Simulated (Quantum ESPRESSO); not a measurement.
# ZnSe (Stilleite) under changes of volume

One of the cells (22.757 Å³/atom); the others are scaled copies at fixed shape and fractional positions:

```
CELL_PARAMETERS angstrom
0.00000 2.83380 2.83380
2.83380 0.00000 2.83380
2.83380 2.83380 0.00000
ATOMIC_POSITIONS crystal
Se 0.75000 0.75000 0.75000
Zn 0.00000 0.00000 0.00000
```

| Item | Value |
| --- | --- |
| Program | Quantum ESPRESSO 7.5 |
| Functional | revPBE |
| Dispersion | D2 |
| Potentials or basis | Ansatz NC SR PBE |
| Cutoff | 1170 eV |
| Density cutoff | 4680 eV |
| k mesh | 8 × 8 × 8 |
| Occupations | fermi-dirac, width 0.05 eV |
| Spin | no spin polarisation |

```tsv
volume (Å³/atom)	energy over the lowest point (meV/atom)	pressure (GPa)	gap on the mesh (eV)
21.391	11.40	3.5	1.68
21.846	3.60	2.0	1.59
22.301	0.00	0.6	1.51
22.757	?	?	?
23.212	3.51	-1.7	1.35
23.667	9.83	-2.7	1.28
24.122	18.74	-3.6	1.20
```

What does the run at 22.757 Å³/atom give?

Energy over the lowest point 0.11 meV/atom; pressure -0.6 GPa; gap on the mesh 1.43 eV.

Worked out: A Birch-Murnaghan fit of order 3 (a polynomial in V^(-2/3)) to the other rows has its minimum at 22.51 Å³/atom with B0 = V·E''(V) = 61 GPa and B' = 5.0. It gives 0.11 meV/atom at 22.757 Å³/atom, against the run's 0.11, and -dE/dV = -0.6 GPa, against -0.6. A straight line through the other rows of the gap, of slope -3.96 eV per unit of ln V (its deformation potential), gives 1.43 eV, against the run's 1.43.

Energies are extrapolated to zero smearing.

Caveats: the potentials were made for another functional, which shifts forces and pressure.

Spin-orbit coupling on Se is left out.
